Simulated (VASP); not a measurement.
# Al6H: single point with PBE

Al6H, a slab with vacuum:

```
Al H
1.0
     5.71430    0.00000    0.00000
    -2.85715    4.94873    0.00000
     0.00000    0.00000   22.60164
Al H
12 2
Cartesian
  1.4286 0.8248 4.0000
  0.0000 3.2992 4.0000
  4.2857 0.8248 4.0000
  2.8572 3.2992 4.0000
  0.0000 1.6496 6.3009
  -1.4286 4.1239 6.3009
  2.8572 1.6496 6.3009
  1.4286 4.1239 6.3009
  0.0000 0.0000 8.6016
  -1.4286 2.4744 8.6016
  2.8572 0.0000 8.6016
  1.4286 2.4744 8.6016
  1.0536 0.8248 9.0516
  1.8036 0.8248 9.0516
```

| Quantity | Value |
| --- | --- |
| Program | VASP 6.6.1 |
| Task | single point |
| Functional | PBE |
| Potentials or basis | VASP PAW PBE potentials, release 64 (Al, H) |
| Cutoff | 520 eV |
| k mesh | 6 × 6 × 1 |
| Occupations | gaussian, width 0.1 eV |
| Spin | no spin polarisation |

The largest force is 6.292 eV/Å and the band gap on the k mesh is none (metal or under the smearing width).

Forces on the atoms (eV/Å):
```
Al   0.000 -0.010  0.026
Al  -0.037 -0.019 -0.086
Al   0.000  0.042 -0.060
Al   0.037 -0.019 -0.086
Al   0.099 -0.011  0.127
Al   0.000  0.110  0.160
Al  -0.099 -0.011  0.127
Al   0.000  0.060  0.054
Al  -4.926 -3.383 -1.968
Al   0.000  0.173  0.036
Al   4.926 -3.383 -1.968
Al   0.000  2.273 -0.759
H   -2.681  2.090  2.200
H    2.681  2.090  2.200
```

Levels at points of the mesh, in eV from the Fermi level:
| k point | band 16 | band 17 | band 18 | band 19 | band 20 | band 21 | band 22 | band 23 |
| --- | --- | --- | --- | --- | --- | --- | --- | --- |
| (0.00, 0.00, 0.00) | -2.92 | -1.62 | -1.32 | -0.76 | -0.46 | -0.43 | -0.31 | 0.19 |
| (0.50, 0.00, 0.00) | -0.86 | -0.66 | -0.39 | 0.15 | 0.35 | 0.73 | 0.88 | 1.00 |
| (0.00, 0.50, 0.00) | -0.74 | -0.60 | -0.40 | 0.12 | 0.26 | 0.76 | 0.87 | 1.01 |

Wall time 5.6 min on 1 thread of Intel(R) Xeon(R) 6975P-C (Granite Rapids) (shared host), peak memory 0.73 GiB.
